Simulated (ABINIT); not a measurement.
BP:

```xyz
2
Lattice="0.0000 2.2690 2.2690 2.2690 0.0000 2.2690 2.2690 2.2690 0.0000" Properties=species:S:1:pos:R:3 pbc="T T T"
P     3.4035    3.4035    3.4035
B     0.0000    0.0000    0.0000
```

Base run:

* Program: ABINIT 10.8.3 (patched build)
* Functional: PW91
* Potentials or basis: PseudoDojo NC SR PBE v0.4.1 standard
* Cutoff: 1034 eV
* k mesh: 10 × 10 × 10
* Occupations: fermi-dirac, width 0.05 eV
* Spin: no spin polarisation

Its results: band gap on the k mesh 1.28 eV, indirect (least direct gap 3.44 eV); pressure 1.4 GPa.

Q: After a change of settings the same cell gave: band gap on the k mesh 1.52 eV, indirect (least direct gap 3.58 eV); pressure 7.1 GPa. Which change was it?
A. functional from PW91 to LDA-PZ; potentials or basis from PseudoDojo NC SR PBE v0.4.1 standard to JTH PAW LDA v2.0; cutoff from 1034 eV to 544 eV
B. functional from PW91 to BLYP
C. functional from PW91 to PBEsol; potentials or basis from PseudoDojo NC SR PBE v0.4.1 standard to PseudoDojo NC SR PBEsol v0.4 stringent
D. functional from PW91 to rPW86PBE

A: B.

BLYP binds less tightly than PW91, so the same cell stands under more pressure.

Caveats: the potentials were made for another functional, which shifts forces and pressure.

Not every run made on this cell is shown here.
